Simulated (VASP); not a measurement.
Write the native input for VASP 6.6.1 that does the following.

| Item | Value |
| --- | --- |
| Task | single point |
| Functional | r2SCAN |
| Potentials or basis | VASP PAW PBE potentials, release 64 (H) |
| Cutoff | 520 eV |
| k mesh | 10 × 10 × 10 |
| Occupations | gaussian, width 0.05 eV |
| Spin | no spin polarisation |
| Dipole correction | no |
| Further INCAR settings | ALGO = Normal; EDIFF = 1e-06; NBANDS = 8 |

Crystal: H.

```xyz
2
Lattice="-1.6070 1.6070 2.0585 1.6070 -1.6070 2.0585 1.6070 1.6070 -2.0585" Properties=species:S:1:pos:R:3 pbc="T T T"
H     0.0000    0.0000    3.7459
H     0.0000    0.0000    0.3711
```

The cell isn't the ideal one: strain -0.0500 x Voigt [1, 1, 0, 0, 0, 0], atoms carried along.

These files were run (other wordings do the same):

POSCAR

```
H
1.0
   -1.6069577465      1.6069577465      2.0584739900
    1.6069577465     -1.6069577465      2.0584739900
    1.6069577465      1.6069577465     -2.0584739900
H
2
Direct
    0.9098622900      0.9098622900      0.0000000000
    0.0901377100      0.0901377100      0.0000000000
```

INCAR.step1

```
SYSTEM = H
  PREC = Accurate
  ENCUT = 520
  ISMEAR = 0
  SIGMA = 0.05
  LREAL = .FALSE.
  LASPH = .TRUE.
  NELM = 100
  NBANDS = 8
  GGA = PE
  ALGO = Normal
  EDIFF = 1E-4
  LWAVE = .TRUE.
  LCHARG = .FALSE.
```

INCAR.step2

```
SYSTEM = H
  PREC = Accurate
  ENCUT = 520
  EDIFF = 1E-6
  ISMEAR = 0
  SIGMA = 0.05
  LREAL = .FALSE.
  LASPH = .TRUE.
  NELM = 100
  ALGO = Normal
  ISIF = 2
  LWAVE = .FALSE.
  LCHARG = .FALSE.
  METAGGA = R2SCAN
  LMIXTAU = .TRUE.
  NBANDS = 8
  ISTART = 1
```

KPOINTS

```
Automatic mesh
0
G
  10 10 10
  0 0 0
```

Potentials or basis: VASP PAW PBE potentials, release 64 (H).

Launch:

```console
$ cat potpaw_PBE.64/H/POTCAR > POTCAR
$ cp INCAR.step1 INCAR
$ mpirun -np 1 vasp_std > vasp.out
$ cp INCAR.step2 INCAR
$ mpirun -np 1 vasp_std > vasp.out
```

Results of the run:

| Item | Value |
| --- | --- |
| Pressure | 0.2 GPa |
| Largest force | 0.007 eV/Å |
| Band gap on the k mesh | 9.52 eV, indirect (least direct gap 10.41 eV) |

Caveat: the PAW data sets were made with another functional, which shifts forces and pressure a little.

Run time: 16 s on 1 thread of Intel(R) Xeon(R) 6975P-C (Granite Rapids) (shared host), peak memory 0.14 GiB.
